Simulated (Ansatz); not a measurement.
# CrO2: the cost of one run

Method: DFT PBE, scalar-relativistic, plane waves, PAW, in Ansatz 0.2.0.

1 further run of the same task is left out (set aside as unsound or not needed).

### Step 1. The system as given

Symmetry: P2_1/m, No. 11, monoclinic system. The conventional cell has a = 6.368 Å, b = 3.468 Å, c = 36.172 Å, α = 90.00°, β = 90.09°, γ = 90.00°. Around Te (site symmetry m) lie 3 Mo at 2.71 to 2.72 Å. Around Te (site symmetry m) lie 3 Mo at 2.83 to 2.84 Å. Around Mo (site symmetry m) lie 6 Te at 2.71 to 2.84 Å and 2 Mo at 2.89 Å.

Coordinates:

```xyz
6
Lattice="6.3679 0.0000 0.0027 0.0000 3.4676 0.0000 -0.0707 0.0000 36.1718" Properties=species:S:1:pos:R:3 pbc="T T T"
Te    0.4627    2.6007   16.0170
Te    5.8345    0.8669   20.1574
Te    3.5954    0.8669   16.6082
Te    2.7018    2.6007   19.5662
Mo    5.1818    2.6007   18.1856
Mo    1.1154    0.8669   17.9888
```

It goes back to an entry of the Materials Project.

This cell was relaxed beforehand with the same method: volume 133.12 Å³/atom, gap on the mesh none (metal).

### Step 2. Swap Mo → Cr, Te → O

CrO2 starts from the relaxed positions of Te2Mo, with all lengths scaled by 0.739, a guess from tabulated radii. Atoms that may carry a moment start with parallel spins.

### Step 3. Probe: one point at the start (CrO2)

File input.yaml:

```yaml
crystal:
  lattice:
    - [4.7056807181, 0.0, 0.001965809]
    - [0.0, 2.5624510385, 0.0]
    - [-0.0522440045, 0.0, 26.7299059217]
  atoms:
    - { symbol: O, position: [0.0775788796, 0.75, 0.4427981955] }
    - { symbol: O, position: [0.9224211204, 0.25, 0.5572018045] }
    - { symbol: O, position: [0.5697103114, 0.25, 0.4591075366] }
    - { symbol: O, position: [0.4302896886, 0.75, 0.5408924634] }
    - { symbol: Cr, position: [0.8193229189, 0.75, 0.5026976278], spin: 3.0 }
    - { symbol: Cr, position: [0.1806770811, 0.25, 0.4973023722], spin: 3.0 }
basis:
  ecutwfc: 420
kpoints:
  mp_grid: { grid: [4, 8, 1] }
hamiltonian:
  xc: pbe
scf:
  occupations: { method: gaussian, width: 0.1 }
  lower_state_search: "off"
output:
  forces: true
  stress: true
  eigenvalues: true
  populations: true
magnetization:
  spin_polarized: true
```

Run with:

```sh
$ ansatz run input.yaml --threads 1 --pin off --max-ram 2560MiB --backend cpu --events-out ev --progress --plain --runs-dir out
```

**Question.** How long does this run take on 1 thread of Intel Xeon at 2.70GHz, shared host, and how much memory does it need?

About 50 s, with a peak of 0.7 GiB.
